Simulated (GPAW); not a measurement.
TiNi in GPAW: the effect of starting spin order

The system is TiNi.

```
Ni Ti
1.0
     2.73580    0.00000    0.00000
     0.00000    2.73580    0.00000
     0.00000    0.00000    3.58141
Ni Ti
1 1
Direct
  0.00000 0.00000 0.00000
  0.50000 0.50000 0.50000
```

The cell comes from a database or a generator and needn't be the stable form of this composition.

Alike in all runs:

```yaml
Program: GPAW 26.7.0
Task: single point
Functional: r2SCAN
Potentials_or_basis: GPAW PAW data sets (gpaw-data 1.2.1)
Cutoff: 600 eV
Basis: pw
k_mesh: 6 × 6 × 5
Occupations: fermi-dirac, width 0.05 eV
```

Question: One run gave: energy over the lowest run 25.0 meV/atom; final net moment 0.00 μB; final largest site moment 0.00 μB. Which starting spin order did it use?
A. random
B. antiferromagnetic start, larger moments
C. ferromagnetic start, larger moments
D. fm
E. nm

Answer: E.

| starting spin order | spin | starting moments | energy over the lowest run (meV/atom) | final net moment (μB) | final largest site moment (μB) |
| --- | --- | --- | --- | --- | --- |
| nm | no spin polarisation | - | 25.0 | 0.00 | 0.00 |
| fm | collinear spin, ferromagnetic start | [1.0, 1.0] μB | 0.0 | 1.09 | 0.48 |
| random | collinear spin, random start | [-0.63, 1.02] μB | 0.0 | 1.09 | 0.48 |
| ferromagnetic start, larger moments | collinear spin, ferromagnetic start | [2.5, 2.5] μB | 0.0 | 1.09 | 0.48 |
| antiferromagnetic start, larger moments | collinear spin, antiferromagnetic start | [2.5, -2.5] μB | 0.0 | -1.09 | 0.48 |

Caveats: all runs use coarse meshes.
